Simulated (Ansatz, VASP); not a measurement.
One calculation of Ti, two programs

INCAR

```
  PREC = Accurate
  ENCUT = 520
  EDIFF = 1E-6
  ISMEAR = -1
  SIGMA = 0.05
  LREAL = F
  LASPH = T
  NELM = 60
  ALGO = Fast
  ISIF = 2
  LWAVE = F
  LCHARG = F
  NBANDS = 12
```

KPOINTS

```
Automatic mesh
0
Gamma
  7 7 7
```

The input POSCAR:

```
Ti
1.0
   -1.6410000000      1.6410000000      1.6410000000
    1.6410000000     -1.6410000000      1.6410000000
    1.6410000000      1.6410000000     -1.6410000000
Ti
1
Direct
    0.0000000000      0.0000000000      0.0000000000
```

input.yaml

```yaml
crystal:
  lattice:
    - [-1.641, 1.641, 1.641]
    - [1.641, -1.641, 1.641]
    - [1.641, 1.641, -1.641]
  atoms:
    - { symbol: Ti, position: [0.0, 0.0, 0.0] }
hamiltonian:
  xc: lda
  pseudopotentials: { kind: paw }
kpoints:
  mp_grid: { grid: [7, 7, 7] }
  band_path:
    path:
      - [[0.0, 0.0, 0.0], [0.5, -0.5, 0.5], [0.0, 0.0, 0.5], [0.0, 0.0, 0.0], [0.25, 0.25, 0.25], [0.5, -0.5, 0.5]]
      - [[0.25, 0.25, 0.25], [0.0, 0.0, 0.5]]
    npoints: 14
scf:
  occupations: { method: fermi_dirac, width: 0.05 }
  n_extra_bands: 6
output:
  forces: true
  stress: true
  eigenvalues: true
  fatbands: true
  write_density: true
  write_potential: true
  elf: true
  volumetric_format: npy
```

This isn't the form of Ti at room conditions, which is hcp.

Alike in both runs: functional LDA; k mesh 7 × 7 × 7; occupations fermi-dirac, width 0.05 eV; no spin polarisation.

```csv
,VASP,Ansatz
version,VASP 6.6.1,Ansatz 0.2.0
potentials or method,"VASP PAW LDA potentials, release 64 (Ti_sv)",Ansatz PAW
plane-wave cutoff (eV),520,420
valence electrons in the cell,12,12
task,single point,band structure
```

VASP gave:

* gap on the k mesh at the Fermi level (eV): none
* pressure (GPa): -9.6

**Question.** Estimate Ansatz's values.

**Answer.** gap on the k mesh at the Fermi level (eV): none; pressure (GPa): -9.8.

A gap of «none» marks a metal or a gap that the smearing closes.

Caveats: the k mesh is coarse (spacing up to 0.39 Å⁻¹), so the values aren't converged; the PAW data sets come from PBE, with cores solved anew for the run's functional, which leaves a small shift of forces and pressure (Ansatz).
